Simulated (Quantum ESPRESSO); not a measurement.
Crystal: TaN.

```
Ta N
1.0
     0.00000    2.21132    2.21132
     2.21132    0.00000    2.21132
     2.21132    2.21132    0.00000
Ta N
1 1
Direct
  0.50000 0.50000 0.50000
  0.00000 0.00000 0.00000
```

The cell comes from a database or a generator and needn't be the stable form of this composition.

Base run:

- Program: Quantum ESPRESSO 7.5
- Functional: r2SCAN
- Potentials or basis: SG15 PBE 1.2
- Cutoff: 1197 eV
- Density cutoff: 4789 eV
- k mesh: 8 × 8 × 8
- Occupations: fermi-dirac, width 0.05 eV
- Spin: no spin polarisation

Its results: band gap on the k mesh none (metal or under the smearing width); pressure -15.9 GPa.

Problem. The run is repeated on the same cell with these changes: functional from r2SCAN to SCAN. What comes out?

Solution. Band gap on the k mesh none (metal or under the smearing width); pressure -17.5 GPa.

Caveats: the potentials were made for another functional, which shifts forces and pressure; spin-orbit coupling is left out, which moves the levels of the heavy elements.
